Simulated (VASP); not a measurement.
# Ta (Im-3m) in VASP: elastic constants with PBE

Aim: the elastic constants of Ta with PBE.

Program: VASP 6.6.1. These are calculated values, not measurements. Logs are shortened: lines on timing, memory, paths and dates and some standing lists are left out, and cuts for length are marked.

## (1) The crystal as given

The structure is cubic, space group Im-3m (No. 229). The conventional cell has a = 3.303 Å, b = 3.303 Å, c = 3.303 Å, α = 90.00°, β = 90.00°, γ = 90.00°. Ta (site symmetry m-3m) is surrounded by 8 Ta at 2.86 Å.

## (2) Elastic constants, PBE

The input, POSCAR:

```
Ta
1.0
   -1.6512800000      1.6512800000      1.6512800000
    1.6512800000     -1.6512800000      1.6512800000
    1.6512800000      1.6512800000     -1.6512800000
Ta
1
Direct
    0.0000000000      0.0000000000      0.0000000000
```

The input, INCAR.step1:

```
SYSTEM = Ta
ALGO = Normal ; EDIFF = 1E-8
EDIFFG = -0.002 ; ENCUT = 600
GGA = PE ; IBRION = 2
ISIF = 3 ; ISMEAR = 0
LASPH = .TRUE. ; LCHARG = .FALSE.
LREAL = .FALSE. ; LWAVE = .FALSE.
NELM = 80 ; NSW = 40
PREC = Accurate ; SIGMA = 0.1
```

The input, INCAR.step2:

```
SYSTEM = Ta
ALGO = Normal ; EDIFF = 1E-8
ENCUT = 600 ; GGA = PE
IBRION = 6 ; ISIF = 3
ISMEAR = 0 ; LASPH = .TRUE.
LCHARG = .FALSE. ; LREAL = .FALSE.
LWAVE = .FALSE. ; NELM = 80
NFREE = 2 ; NSW = 1
POTIM = 0.015 ; PREC = Accurate
SIGMA = 0.1
```

The input, KPOINTS:

```
k-points
0
G
  18 18 18
  0 0 0
```

Potentials or basis: VASP PAW PBE potentials, release 64 (Ta_pv).

Started as:

```console
> cat potpaw_PBE.64/Ta_pv/POTCAR > POTCAR
> cp INCAR.step1 INCAR
> mpirun -np 1 vasp_std > vasp.out
> cp CONTCAR POSCAR
> cp INCAR.step2 INCAR
> mpirun -np 1 vasp_std > vasp.out
```

OUTCAR:

```text
SYSTEM = Ta
   EDIFF = 1E-8
   ENCUT = 600
   GGA = PE
   IBRION = 6
   ISIF = 3
   ISMEAR = 0
   LASPH = .TRUE.
   LREAL = .FALSE.
   NELM = 80
   NFREE = 2
   NSW = 1
   POTIM = 0.015
   PREC = Accurate

 ion  position               nearest neighbor table
   1  0.000  0.000  0.000-

  LATTYP: Found a body centered cubic cell.
 ALAT       =     3.3194397381

  Lattice vectors:

 A1 = (  -1.6597198691,   1.6597198691,   1.6597198691)
 A2 = (   1.6597198691,  -1.6597198691,   1.6597198691)
 A3 = (   1.6597198691,   1.6597198691,  -1.6597198691)

Analysis of symmetry for initial positions (statically):
=====================================================================
 Subroutine PRICEL returns:
 Original cell was already a primitive cell.

 Routine SETGRP: Setting up the symmetry group for a
 body centered cubic supercell.

 Subroutine GETGRP returns: Found 48 space group operations
 (whereof 48 operations were pure point group operations)
 out of a pool of 48 trial point group operations.

The static configuration has the point symmetry O_h .

Analysis of symmetry for dynamics (positions and initial velocities):
=====================================================================
 Subroutine PRICEL returns:
 Original cell was already a primitive cell.

 Routine SETGRP: Setting up the symmetry group for a
 body centered cubic supercell.

 Subroutine GETGRP returns: Found 48 space group operations
 (whereof 48 operations were pure point group operations)
 out of a pool of 48 trial point group operations.

The dynamic configuration has the point symmetry O_h .

 Subroutine INISYM returns: Found 48 space group operations
 (whereof 48 operations are pure point group operations),
 and found     1 'primitive' translations

----------------------------------------------------------------------------------------

                                     Primitive cell

  volume of cell :      18.2879

  direct lattice vectors                    reciprocal lattice vectors
    -1.659719869  1.659719869  1.659719869     0.000000000  0.301255657  0.301255657
     1.659719869 -1.659719869  1.659719869     0.301255657  0.000000000  0.301255657
     1.659719869  1.659719869 -1.659719869     0.301255657  0.301255657  0.000000000

  length of vectors
     2.874719140  2.874719140  2.874719140     0.426039836  0.426039836  0.426039836

  position of ions in fractional coordinates (direct lattice)
     0.000000000  0.000000000  0.000000000

  ion indices of the primitive-cell ions
   primitive index   ion index
                 1           1

----------------------------------------------------------------------------------------

 KPOINTS: k-points

Automatic generation of k-mesh.
 Grid dimensions read from file:
 generate k-points for:   18   18   18

 Generating k-lattice:

  Cartesian coordinates                     Fractional coordinates (reciprocal lattice)
     0.000000000  0.016736425  0.016736425     0.055555556  0.000000000  0.000000000
     0.016736425  0.000000000  0.016736425     0.000000000  0.055555556  0.000000000
     0.016736425  0.016736425  0.000000000     0.000000000  0.000000000  0.055555556

  Length of vectors
     0.023668880  0.023668880  0.023668880

  Shift w.r.t. Gamma in fractional coordinates (k-lattice)
[... 97 lines left out ...]
  ext. energy  EPLUGINS =         0.00000000
  ---------------------------------------------------
  free energy    TOTEN  =       -11.81658323 eV

  energy without entropy =      -11.81049495  energy(sigma->0) =      -11.81353909

------------------------ aborting loop because EDIFF is reached ----------------------------------------

  FORCE on cell =-STRESS in cart. coord.  units (eV):
  Direction    XX          YY          ZZ          XY          YZ          ZX
  --------------------------------------------------------------------------------------
  -------------------------------------------------------------------------------------
  Total        0.0010853      0.0010853      0.0010853     -0.0000000     -0.0000000      0.0000000
  in kB        0.0950810      0.0950810      0.0950810     -0.0000000     -0.0000000      0.0000000
  external PRESSURE =       0.0950810 kB  Pullay stress =       0.0000000 kB
[... 86 lines left out ...]
  FREE ENERGIE OF THE ION-ELECTRON SYSTEM (eV)
  ---------------------------------------------------
  free  energy   TOTEN  =       -11.8130889217 eV

  energy  without entropy=      -11.8069724998  energy(sigma->0) =      -11.81003071

[... ionic steps 4 to 12 ...]

--------------------------------------- Ionic step       13  -------------------------------------------

 number of electron      11.0000001 magnetization

------------------------ aborting loop because EDIFF is reached ----------------------------------------
[... 65 lines left out ...]
--------------------------------------- Ionic step       15  -------------------------------------------

 number of electron      11.0000001 magnetization

 Free energy of the ion-electron system (eV)
  ---------------------------------------------------
  ext. energy  EPLUGINS =         0.00000000
  ---------------------------------------------------
  free energy    TOTEN  =       -11.81658338 eV

  energy without entropy =      -11.81049511  energy(sigma->0) =      -11.81353924

 E-fermi :   5.3734     XC(G=0): -12.5401

 val. band max:        5.3530547252   @ k =   0.1111   0.1111   0.0000
 cond. band min:       5.3749279858   @ k =   0.3333   0.1667   0.0556
 fundamental gap:      0.0218732606
 Fermi energy:         5.3733751380

 k-point     1 :       0.0000    0.0000    0.0000
  band No.  band energies     occupation
      1     -27.7673      2.00000
      2     -27.7673      2.00000
      3     -27.7673      2.00000
      4      -2.4940      2.00000
      5       6.0984      0.00000
      6       6.0984      0.00000
      7       6.0984      0.00000
      8       9.3176      0.00000
      9       9.3177      0.00000
[... 265 lines left out ...]
 k-point    24 :       0.3889    0.1111    0.0000
  band No.  band energies     occupation
      1     -28.8142      2.00000
      2     -28.1591      2.00000
      3     -27.8228      2.00000
      4       1.4369      2.00000
      5       3.9822      2.00000
      6       5.9786      0.00000
      7       9.0634      0.00000
      8      10.3297      0.00000
      9      13.1140      0.00000

 [... further k-points ...]

------------------------ aborting loop because EDIFF is reached ----------------------------------------

  FORCE on cell =-STRESS in cart. coord.  units (eV):
  Direction    XX          YY          ZZ          XY          YZ          ZX
  --------------------------------------------------------------------------------------
  -------------------------------------------------------------------------------------
  Total        0.0011439      0.0011439      0.0011439     -0.0000000      0.0000000      0.0000000
  in kB        0.1002165      0.1002165      0.1002165     -0.0000000      0.0000000      0.0000000
  external PRESSURE =       0.1002165 kB  Pullay stress =       0.0000000 kB
[... 16 lines left out ...]
  FREE ENERGIE OF THE ION-ELECTRON SYSTEM (eV)
  ---------------------------------------------------
  free  energy   TOTEN  =       -11.8165833821 eV

  energy  without entropy=      -11.8104951062  energy(sigma->0) =      -11.81353924

 INTERNAL STRAIN TENSORS FROM STRAINED CELLS
 ============================================

 INTERNAL STRAIN TENSOR FOR ION    1 for displacements in x,y,z  (eV/Angst):
          X           Y           Z          XY          YZ          ZX
  --------------------------------------------------------------------------------
  x    -0.00000    -0.00000     0.00000    -0.00000    -0.00000     0.00000
  y    -0.00000    -0.00000     0.00000     0.00000     0.00000     0.00000
  z     0.00000    -0.00000     0.00000    -0.00000    -0.00000    -0.00000

 INTERNAL STRAIN TENSORS FROM DISPLACED ATOMS
 ============================================

 INTERNAL STRAIN TENSOR FOR ION    1 for displacements in x,y,z  (eV/Angst):
          X           Y           Z          XY          YZ          ZX
  --------------------------------------------------------------------------------
  x     0.00000     0.00000     0.00000     0.00000     0.00000     0.00000
  y     0.00000     0.00000     0.00000     0.00000     0.00000     0.00000
  z     0.00000     0.00000     0.00000     0.00000     0.00000     0.00000

 Eigenvectors and eigenvalues of the dynamical matrix
 ----------------------------------------------------

   1 f/i=    0.000000 THz     0.000000 2PiTHz    0.000000 cm-1     0.000000 meV
             X         Y         Z           dx          dy          dz
      0.000000  0.000000  0.000000     0.707107   -0.707107    0.000000

   2 f/i=    0.000000 THz     0.000000 2PiTHz    0.000000 cm-1     0.000000 meV
             X         Y         Z           dx          dy          dz
      0.000000  0.000000  0.000000    -0.707107   -0.707107    0.000000

   3 f/i=    0.000000 THz     0.000000 2PiTHz    0.000000 cm-1     0.000000 meV
             X         Y         Z           dx          dy          dz
      0.000000  0.000000  0.000000     0.000000    0.000000    1.000000

--------------------------------------------------------------------------------------------------------

 ELASTIC MODULI CONTR FROM IONIC RELAXATION (kBar)
 Direction    XX          YY          ZZ          XY          YZ          ZX
 --------------------------------------------------------------------------------
 XX           0.0000      0.0000      0.0000      0.0000      0.0000      0.0000
 YY           0.0000      0.0000      0.0000      0.0000      0.0000      0.0000
 ZZ           0.0000      0.0000      0.0000      0.0000      0.0000      0.0000
 XY           0.0000      0.0000      0.0000      0.0000      0.0000      0.0000
 YZ           0.0000      0.0000      0.0000      0.0000      0.0000      0.0000
 ZX           0.0000      0.0000      0.0000      0.0000      0.0000      0.0000
 --------------------------------------------------------------------------------

 TOTAL ELASTIC MODULI (kBar)
 Direction    XX          YY          ZZ          XY          YZ          ZX
 --------------------------------------------------------------------------------
 XX        2639.7492   1610.1122   1610.1122      0.0000     -0.0000     -0.0000
 YY        1610.1122   2639.7492   1610.1122     -0.0000      0.0000      0.0000
 ZZ        1610.1122   1610.1122   2639.7492     -0.0000     -0.0000     -0.0000
 XY           0.0000     -0.0000     -0.0000    740.2650      0.0000      0.0000
 YZ          -0.0000      0.0000     -0.0000      0.0000    740.2650      0.0000
 ZX          -0.0000      0.0000     -0.0000      0.0000      0.0000    740.2650
 --------------------------------------------------------------------------------
```

Wall time 11 min (1 thread of Intel Xeon Platinum 8488C (Sapphire Rapids), shared host); peak memory 0.67 GiB.

What came out:

```
Relaxed volume                         : 18.29 Å³/atom
Relaxed cell                           : a = 2.875 Å, b = 2.875 Å, c = 2.875 Å, α = 109.47°, β = 109.47°, γ = 109.47°
Space group after relaxing (to 0.05 Å) : Im-3m (No. 229)
Elastic constants C11, C12, C44        : 264, 161, 74 GPa
Voigt bulk modulus                     : 195 GPa
```

Step by step:
```csv
step,energy change (eV),largest force (eV/Å),pressure (GPa),volume (Å³)
1,0.0000,0.0000,3.08,18.01
2,0.0103,0.0000,-6.29,18.93
3,-0.0026,0.0000,-0.03,18.29
4,-0.0026,0.0000,0.03,18.29
5,-0.0026,0.0000,0.04,18.29
6,-0.0026,0.0000,0.03,18.29
7,-0.0026,0.0000,0.03,18.29
8,-0.0026,0.0000,0.03,18.29
9,-0.0026,0.0000,0.03,18.29
10,-0.0026,0.0000,0.03,18.29
11,-0.0026,0.0000,0.03,18.29
12,-0.0026,0.0000,0.03,18.29
13,-0.0026,0.0000,0.02,18.29
14,-0.0026,0.0000,0.02,18.29
15,-0.0026,0.0000,0.01,18.29
```

Final structure:
```
Ta
1.0
    -1.65972    1.65972    1.65972
     1.65972   -1.65972    1.65972
     1.65972    1.65972   -1.65972
Ta
1
Direct
  0.00000 0.00000 0.00000
```

Elastic tensor in Voigt notation (GPa, in the Cartesian axes of the cell as first typed):
```
264 161 161   0   0   0
161 264 161   0   0   0
161 161 264   0   0   0
  0   0   0  74   0   0
  0   0   0   0  74   0
  0   0   0   0   0  74
```

Clamped-ion elastic tensor (GPa):
```
264 161 161   0   0   0
161 264 161   0   0   0
161 161 264   0   0   0
  0   0   0  74   0   0
  0   0   0   0  74   0
  0   0   0   0   0  74
```
